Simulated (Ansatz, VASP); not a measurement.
# One calculation of C, two programs

Contents of INCAR:

```
SYSTEM = C
  ALGO = Normal
  EDIFF = 1E-6
  EDIFFG = -0.005
  ENCUT = 600
  GGA = RE
  IBRION = 2
  ISIF = 3
  ISMEAR = -1
  IVDW = 12
  LASPH = .True.
  LCHARG = .False.
  LREAL = .False.
  LWAVE = .False.
  NELM = 80
  NSW = 80
  PREC = Accurate
  SIGMA = 0.05
```

KPOINTS

```
k-points
0
Gamma
  13 13 13
  0 0 0
```

File POSCAR:

```
C
1.0
    0.0000000000      1.7833700000      1.7833700000
    1.7833700000      0.0000000000      1.7833700000
    1.7833700000      1.7833700000      0.0000000000
C
2
Direct
    0.7500000000      0.7500000000      0.7500000000
    0.5000000000      0.5000000000      0.5000000000
```

input.yaml

```yaml
crystal:
  lattice:
    - [0.0, 1.78337, 1.78337]
    - [1.78337, 0.0, 1.78337]
    - [1.78337, 1.78337, 0.0]
  atoms:
    - { symbol: C, position: [0.75, 0.75, 0.75] }
    - { symbol: C, position: [0.5, 0.5, 0.5] }
kpoints:
  mp_grid: { grid: [13, 13, 13] }
scf:
  occupations: { method: fermi_dirac, width: 0.05 }
hamiltonian:
  xc: revpbe
  dispersion: d3bj
  pseudopotentials: { kind: all_electron, lapw: { basis_error: 0.001 } }
output:
  forces: true
  stress: true
relax:
  f_tol: 0.005
  max_steps: 60
  cell: {}
```

This isn't the form of C at room conditions, which is graphite.

Alike in both runs: task relaxation of cell and atoms; functional revPBE; dispersion D3(BJ); k mesh 13 × 13 × 13; occupations fermi-dirac, width 0.05 eV; no spin polarisation.

|  | VASP | Ansatz |
| --- | --- | --- |
| version | VASP 6.6.1 | Ansatz 0.2.0 |
| potentials or method | VASP PAW PBE potentials, release 64 (C) | all-electron LAPW, scalar-relativistic |
| plane-wave cutoff (eV) | 600 | see its input |

```csv
,VASP,Ansatz,Ansatz less VASP
relaxed volume (Å³/atom),5.61,5.61,+0.001
relaxed cell length with the largest relative difference (Å),2.513,2.513,+0.0002
```

Ansatz ran all-electron here, so the differences hold the error of VASP's frozen core and of both bases.

Caveats: the PAW data sets were made with another functional, which shifts forces and pressure a little (VASP).
